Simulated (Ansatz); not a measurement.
Crystal: Dy, diamond type, 2 atoms in the cell.

All numbers below come from PBE, plane waves, PAW datasets (earlier set, tuned by hand) (Ansatz 0.2.0 development build).

Cutoff 710 eV; k-mesh 17×17×17 Γ-centred; Fermi–Dirac smearing of 0.0612 eV; no spin polarisation; no spin–orbit coupling.

(1) What equilibrium volume, lattice constant and bulk modulus does this give?

## Answers

(1) V₀ = 23.061 Å³/atom (a₀ = 5.693 Å), B₀ = 52.4 GPa, B₀′ = 6.62. The points behind the fit:

| V (Å³/atom) | a (Å) | E − E(min) (meV/atom) | P (GPa) |
| --- | --- | --- | --- |
| 21.655 | 5.5746 | 16.41 | 4.05 |
| 22.116 | 5.6139 | 7.03 | 2.52 |
| 22.577 | 5.6526 | 1.75 | 1.19 |
| 23.037 | 5.6908 | 0.00 | 0.05 |
| 23.498 | 5.7285 | 1.29 | -0.92 |

The published all-electron PBE values for this crystal (mean of FLEUR and WIEN2k, k-spacing 0.06 Å⁻¹; Bosoni et al., Nat. Rev. Phys. 6, 45 (2024)) are V₀ = 23.010 Å³/atom, B₀ = 52.4 GPa, B₀′ = 6.72. This run's mesh is coarser (spacing 0.11 Å⁻¹), so part of any difference comes from k-sampling.

The stress includes the program's correction for the finite plane-wave basis.

This cubic structure is a model: it isn't the usual form of the substance at ambient conditions, and such phases are metastable or hypothetical. The open f shell is treated without spin here, so this is a model state and not the ground state.
